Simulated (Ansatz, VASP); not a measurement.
**Two plane-wave programs on BeS**

```
CELL_PARAMETERS angstrom
0.00000 2.39438 2.43431
2.39438 0.00000 2.43431
2.39438 2.39438 0.00000
ATOMIC_POSITIONS crystal
Be 0.00000 0.00000 0.00000
S 0.25000 0.25000 0.25000
```

Change from the starting cell: biaxial_xy strain -1.6%.

Alike in both runs: task single point; functional r2SCAN; k mesh 10 × 10 × 10; no spin polarisation.

|  | VASP | Ansatz |
| --- | --- | --- |
| version | VASP 6.6.1 | Ansatz 0.2.0 |
| potentials or method | VASP PAW PBE potentials, release 64 (Be, S) | plane waves, PAW |
| plane-wave cutoff (eV) | 520 | 500 |
| occupations | gaussian, width 0.01 eV | fixed |
| valence electrons in the cell | 8 | 8 |

|  | VASP | Ansatz | Ansatz less VASP |
| --- | --- | --- | --- |
| gap on the k mesh at the Fermi level (eV) | 3.45 | 3.44 | -0.009 |
| pressure (GPa) | 3.7 | 3.4 | -0.29 |
| largest component of the traceless stress (GPa) | 1.16 | 1.17 | +0.017 |

Caveats: the PAW data sets were made with another functional, which shifts forces and pressure a little (VASP). A k mesh can miss the band edges.
